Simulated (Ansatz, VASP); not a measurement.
# In2GaP3: VASP beside Ansatz

Contents of INCAR:

```
ALGO = Normal
EDIFF = 1E-6
ENCUT = 520
GGA = PE
ISIF = 2
ISMEAR = 0
LASPH = T
LCHARG = F
LREAL = F
LWAVE = F
NBANDS = 36
NELM = 60
PREC = Accurate
SIGMA = 0.1
```

Contents of KPOINTS:

```
k-points
0
Gamma
  4 4 4
```

Contents of POSCAR:

```
In2GaP3
1.0
    2.1326958700     -7.1630764000      0.0000000000
    2.1326958700      7.1630764000      0.0000000000
    0.0000000000      0.0000000000      4.4137534900
In Ga P
2 1 3
Direct
    0.1250000000      0.8750000000      0.5000000000
    0.8750000000      0.1250000000      0.5000000000
    0.0000000000      0.0000000000      0.0000000000
    0.5000000000      0.5000000000      0.5000000000
    0.3150000000      0.6850000000      0.0000000000
    0.6850000000      0.3150000000      0.0000000000
```

Input for Ansatz:

```yaml
crystal:
  lattice:
    - [2.13269587, -7.1630764, 0.0]
    - [2.13269587, 7.1630764, 0.0]
    - [0.0, 0.0, 4.41375349]
  atoms:
    - { symbol: In, position: [0.125, 0.875, 0.5] }
    - { symbol: In, position: [0.875, 0.125, 0.5] }
    - { symbol: Ga, position: [0.0, 0.0, 0.0] }
    - { symbol: P, position: [0.5, 0.5, 0.5] }
    - { symbol: P, position: [0.315, 0.685, 0.0] }
    - { symbol: P, position: [0.685, 0.315, 0.0] }
basis:
  ecutwfc: 420
kpoints:
  mp_grid: { grid: [4, 4, 4] }
hamiltonian:
  xc: pbe
scf:
  occupations: { method: gaussian, width: 0.1 }
  lower_state_search: "off"
output:
  forces: true
  stress: true
  eigenvalues: true
```

Change from the starting cell: species swapped into the TlAg3Te2 type (Cmmm, No. 65).

Alike in both runs: task single point; functional PBE; k mesh 4 × 4 × 4; occupations gaussian, width 0.1 eV; no spin polarisation.

|  | VASP | Ansatz |
| --- | --- | --- |
| version | VASP 6.6.1 | Ansatz 0.2.0 |
| potentials or method | VASP PAW PBE potentials, release 64 (In_d, Ga_d, P) | scalar-relativistic, plane waves, PAW |
| plane-wave cutoff (eV) | 520 | 420 |
| valence electrons in the cell | 54 | 54 |

Ansatz gave:

```
gap on the k mesh at the Fermi level (eV)       : none
pressure (GPa)                                  : -3.0
largest component of the traceless stress (GPa) : 7.16
rms of the force components (eV/Å)              : 0.628
```

**Question.** What did VASP give for the same quantities?

**Answer.** gap on the k mesh at the Fermi level (eV): none; pressure (GPa): -3.0; largest component of the traceless stress (GPa): 7.17; rms of the force components (eV/Å): 0.630.

Atom by atom the forces differ by 0.002 eV/Å (rms over components). A gap of «none» marks a metal or a gap that the smearing closes. The functional is the same, so the differences come from potentials, cutoffs and numerics.

Caveats: the k mesh is coarse (spacing up to 0.38 Å⁻¹), so the values aren't converged; forces of over 1 eV/Å show positions far from the minimum, so gaps and moduli don't describe the material at rest.
